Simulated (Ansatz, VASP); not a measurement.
**One calculation of Si, two programs**

```
Si
1.0
     0.00000    5.47009   -5.47009
     5.47009    5.47009    0.00000
     5.47009    0.00000   -5.47009
Si
16
Direct
  0.37500 0.37500 0.37500
  0.37500 0.87500 0.37500
  0.87500 0.37500 0.37500
  0.87500 0.87500 0.37500
  0.37500 0.37500 0.87500
  0.37500 0.87500 0.87500
  0.87500 0.37500 0.87500
  0.87500 0.87500 0.87500
  0.50000 0.50000 0.00000
  0.50000 0.00000 0.00000
  0.00000 0.50000 0.00000
  0.00000 0.00000 0.00000
  0.50000 0.50000 0.50000
  0.50000 0.00000 0.50000
  0.00000 0.50000 0.50000
  0.00000 0.00000 0.50000
```

Alike in both runs: task single point; functional PBE; k mesh 4 × 4 × 4; occupations gaussian, width 0.01 eV; no spin polarisation.

```csv
,VASP,Ansatz
version,VASP 6.6.1,Ansatz 0.2.0
potentials or method,"VASP PAW PBE potentials, release 64 (Si)","scalar-relativistic, plane waves, PAW"
plane-wave cutoff (eV),520,420
valence electrons in the cell,64,64
```

|  | VASP | Ansatz | Ansatz less VASP |
| --- | --- | --- | --- |
| gap on the k mesh at the Fermi level (eV) | 0.65 | 0.65 | -0.003 |
| least direct gap on the mesh (eV) | 0.75 | 0.75 | -0.002 |
| pressure (GPa) | 0.0 | 0.0 | +0.06 |

With one functional, cell and mesh, what is left measures potentials, basis and numerics.

A k mesh can miss the band edges.
